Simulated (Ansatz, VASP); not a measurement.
## One calculation of InAs, two programs

File INCAR:

```
ALGO = Normal
EDIFF = 1E-6
ENCUT = 520
GGA = PE
ISIF = 2
ISMEAR = 0
LASPH = T
LCHARG = F
LREAL = F
LWAVE = F
NBANDS = 16
NELM = 100
PREC = Accurate
SIGMA = 0.1
```

KPOINTS

```
k-points
0
Gamma
  6 6 6
```

Contents of POSCAR:

```
InAs
1.0
    0.0000000000      3.0536208132      3.0536208132
    3.0536208132      0.0000000000      3.0536208132
    3.0536208132      3.0536208132      0.0000000000
In As
1 1
Direct
    0.0000000000      0.0000000000      0.0000000000
    0.2500000000      0.2500000000      0.2500000000
```

Input for Ansatz:

```yaml
crystal:
  lattice:
    - [0.0, 3.0536208132, 3.0536208132]
    - [3.0536208132, 0.0, 3.0536208132]
    - [3.0536208132, 3.0536208132, 0.0]
  atoms:
    - { symbol: In, position: [0.0, 0.0, 0.0] }
    - { symbol: As, position: [0.25, 0.25, 0.25] }
basis:
  ecutwfc: 420
kpoints:
  mp_grid: { grid: [6, 6, 6] }
hamiltonian:
  xc: pbe
scf:
  occupations: { method: gaussian, width: 0.1 }
output:
  forces: true
  stress: true
  eigenvalues: true
```

Alike in both runs: task single point; functional PBE; k mesh 6 × 6 × 6; occupations gaussian, width 0.1 eV; no spin polarisation.

|  | VASP | Ansatz |
| --- | --- | --- |
| version | VASP 6.6.1 | Ansatz 0.2.0 |
| potentials or method | VASP PAW PBE potentials, release 64 (In_d, As) | scalar-relativistic, plane waves, PAW |
| plane-wave cutoff (eV) | 520 | 420 |
| valence electrons in the cell | 18 | 28 |

|  | VASP | Ansatz | Ansatz less VASP |
| --- | --- | --- | --- |
| gap on the k mesh at the Fermi level (eV) | none | none | - |
| pressure (GPa) | 2.2 | 2.1 | -0.06 |

A gap of «none» marks a metal or a gap that the smearing closes. The two sets of potentials don't hold the same shells in valence.
